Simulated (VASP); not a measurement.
Here is a VASP 6.6.1 calculation.

File POSCAR:

```
GaAs
1.0
    0.0000000000      2.8123675000      2.8123675000
    2.8123675000      0.0000000000      2.8123675000
    2.8123675000      2.8123675000      0.0000000000
Ga As
1 1
Direct
    0.0000000000      0.0000000000      0.0000000000
    0.2500000000      0.2500000000      0.2500000000
```

INCAR.step1

```
SYSTEM = GaAs
ALGO = Normal
EDIFF = 1E-5
ENCUT = 520
GGA = PE
GGA_COMPAT = .FALSE.
ISIF = 2
ISMEAR = 0
LASPH = .TRUE.
LORBIT = 11
LREAL = .FALSE.
LSORBIT = .TRUE.
LWAVE = .TRUE.
MAGMOM = 0 0 0 0 0 0
NELM = 80
PREC = Accurate
SIGMA = 0.02
```

Contents of INCAR.step2:

```
SYSTEM = GaAs
ALGO = Normal
EDIFF = 1E-6
ENCUT = 520
GGA_COMPAT = .FALSE.
ISIF = 2
ISMEAR = 0
ISTART = 1
LASPH = .TRUE.
LCHARG = .TRUE.
LORBIT = 11
LREAL = .FALSE.
LSORBIT = .TRUE.
LVHAR = .TRUE.
LWAVE = .FALSE.
MAGMOM = 0 0 0 0 0 0
METAGGA = MBJ
NELM = 80
PREC = Accurate
SIGMA = 0.02
```

Contents of KPOINTS:

```
k-points
0
G
  8 8 8
  0 0 0
```

Potentials or basis: VASP PAW PBE potentials, release 64 (Ga_d, As).

Run with:

```bash
$ cat potpaw_PBE.64/Ga_d/POTCAR potpaw_PBE.64/As/POTCAR > POTCAR
$ cp INCAR.step1 INCAR
$ mpirun -np 1 vasp_ncl > vasp.out
$ cp INCAR.step2 INCAR
$ mpirun -np 1 vasp_ncl > vasp.out
```

(1) Predict the net moment.

Answers

(1) 0.00 μB per cell.
